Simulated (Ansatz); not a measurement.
This In₃Ga₂P₅ structure is the end of a relaxation. The cell was found from a structure generator's guess, not taken from experiment.

Level of theory: Ansatz 0.2.0, DFT PBE, scalar-relativistic, plane waves, PAW. Cutoff 420 eV, Γ-centred mesh, Gaussian smearing, no spin polarisation.

```
CELL_PARAMETERS angstrom
-1.91384 1.91384 13.48396
1.91384 -1.91384 13.48396
1.91384 1.91384 -13.48396
ATOMIC_POSITIONS crystal
In 0.69997 0.69997 0.00000
In 0.30003 0.30003 0.00000
In 0.50000 0.50000 0.00000
Ga 0.90153 0.90153 0.00000
Ga 0.09847 0.09847 0.00000
P 0.80430 0.80430 0.00000
P 0.40114 0.40114 0.00000
P 0.00000 0.00000 0.00000
P 0.59886 0.59886 0.00000
P 0.19570 0.19570 0.00000
```

Energies over the elements count from the elements' standard structures at the same level, with no fitted energy shifts. The references include black phosphorus.

Q: Find its symmetry and describe it.

A: I4/mmm (No. 139), with In and Ga ordered on rock salt sites. Conventional cell: a = 3.828 Å, c = 26.968 Å. In on a site of symmetry 4mm is surrounded by 6 P at 2.71–2.81 Å; In on a site of symmetry 4/mmm has 6 P at 2.67–2.71 Å; Ga is surrounded by 6 P at 2.62–2.71 Å; P on a site of symmetry 4mm is surrounded by 1 Ga at 2.62 Å and 5 In at 2.71–2.81 Å; 2 more sites not described.

Q: What is its formation energy per atom?

A: +0.03 eV/atom. The formation energy is too near zero to say whether this cell lies below the elements.

Q: Is it a metal?

A: Yes, bands cross the Fermi level on the 14×14×14 mesh.

The last run used a 14×14×14 mesh for its 10-atom cell and Gaussian smearing of 0.10 eV. The k mesh leaves some 4 meV/atom of noise in the energy of each metallic cell. The reference form of P is held partly by dispersion forces, which this level lacks. Symmetry constrained the relaxation, so the result can be a saddle point.
